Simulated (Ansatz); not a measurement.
# P under changes of volume

One of the cells (15.817 Å³/atom); the others are scaled copies at fixed shape and fractional positions:

```xyz
2
Lattice="-1.6915 2.5152 1.8589 1.6915 -2.5152 1.8589 1.6915 2.5152 -1.8589" Properties=species:S:1:pos:R:3 pbc="T T T"
P     1.6915    1.2576    1.6607
P     0.0000    1.2576    0.1982
```

This isn't the form of P at room conditions, which is orthorhombic.

| Item | Value |
| --- | --- |
| Program | Ansatz 0.2.0 |
| Functional | PBE |
| Potentials or basis | Ansatz PAW |
| Cutoff | 420 eV (not typed: the program's choice for these potentials) |
| k mesh | 11 × 11 × 11 |
| Occupations | fermi-dirac, width 0.05 eV |
| Spin | no spin polarisation |

```tsv
volume (Å³/atom)	energy over the lowest point (meV/atom)	pressure (GPa)	largest force (eV/Å)
14.868	39.87	10.0	0.861
15.185	22.77	7.3	0.690
15.501	10.76	4.9	0.530
15.817	3.32	2.7	0.380
16.134	0.00	0.7	0.234
16.450	?	?	?
16.767	4.16	-2.7	0.037
```

Task: What does the run at 16.450 Å³/atom give?

Result: Energy over the lowest point 0.41 meV/atom; pressure -1.1 GPa; largest force 0.094 eV/Å.

Worked out: A Birch-Murnaghan fit of order 3 (a polynomial in V^(-2/3)) to the other rows has its minimum at 16.26 Å³/atom with B0 = V·E''(V) = 93 GPa and B' = 4.2 at fixed shape and positions, which overstates the stiffness. It gives 0.39 meV/atom at 16.450 Å³/atom, against the run's 0.41, and -dE/dV = -1.1 GPa, against -1.1.

Energies are extrapolated to zero smearing.
